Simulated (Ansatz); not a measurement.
NaH (NiAs type) (r2SCAN geometry), in Ansatz:

```xyz
4
Lattice="3.3192 0.0000 0.0000 -1.6596 2.8745 0.0000 0.0000 0.0000 5.8310" Properties=species:S:1:pos:R:3 pbc="T T T"
Na    0.0000    0.0000    0.0000
Na    0.0000    0.0000    2.9155
H     0.0000    1.9163    1.4577
H     1.6596    0.9582    4.3732
```

G0W0@PBE with 209 empty bands, a screening cutoff of 140 eV and a 6×6×2 mesh (PAW, contour deformation) gives 5.658 eV over the mesh points, from a PBE gap of 3.445 eV; it sums over 219 bands with 209 plane waves in the screening and a wave cutoff of 420 eV. The G0W0 figures hold for the stated bands, cutoff and mesh and aren't extrapolated. (Calculated; spin-unpolarised; the phase may be known or hypothetical.)

Question: Another run gave a Kohn-Sham gap of 3.445 eV and a G0W0 gap of 5.637 eV, summing over 219 bands with 209 plane waves in the screening and a wave cutoff of 1197 eV. What was changed?

Answer: Potentials of the kind norm-conserving. The wave cutoff gives it away.

Question: Estimate the gap with frequency model Godby-Needs pole.

Answer: 5.708 eV (+0.050 eV), from a Kohn-Sham gap of 3.445 eV.
